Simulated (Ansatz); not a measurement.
## Se, diamond: how the functional moves the structure

All rows: Ansatz, plane waves with scalar-relativistic PAW, 420 eV (500 eV for the SCAN forms), relaxed under each functional, no dispersion correction, no zero-point motion. B₀ comes from uniform scaling at fixed shape; a dash is a value not given.

```json
{"functional": "PBE", "V (Å³/atom)": "31.77", "cell": "a = 6.334 Å", "B₀ (GPa)": "39", "magnetic state": "spin not included", "ΔE to trigonal (grey) selenium (meV/atom)": "509"}
{"functional": "r²SCAN", "V (Å³/atom)": "31.11", "cell": "a = 6.290 Å", "B₀ (GPa)": "42", "magnetic state": "spin not included", "ΔE to trigonal (grey) selenium (meV/atom)": "670"}
{"functional": "PBEsol", "V (Å³/atom)": "30.14", "cell": "a = 6.224 Å", "B₀ (GPa)": "44", "magnetic state": "spin not included", "ΔE to trigonal (grey) selenium (meV/atom)": "538"}
{"functional": "LDA", "V (Å³/atom)": "29.33", "cell": "a = 6.168 Å", "B₀ (GPa)": "47", "magnetic state": "spin not included", "ΔE to trigonal (grey) selenium (meV/atom)": "556"}
{"functional": "revPBE", "V (Å³/atom)": "32.66", "cell": "a = 6.393 Å", "B₀ (GPa)": "36", "magnetic state": "spin not included", "ΔE to trigonal (grey) selenium (meV/atom)": "576"}
{"functional": "BLYP", "V (Å³/atom)": "34.22", "cell": "a = 6.493 Å", "B₀ (GPa)": "33", "magnetic state": "spin not included", "ΔE to trigonal (grey) selenium (meV/atom)": "488"}
```

(1) What does RPBE give?

## Answers

(1) V (Å³/atom): 32.98; cell: a = 6.414 Å; B₀ (GPa): 35; magnetic state: spin not included; ΔE to trigonal (grey) selenium (meV/atom): 593.
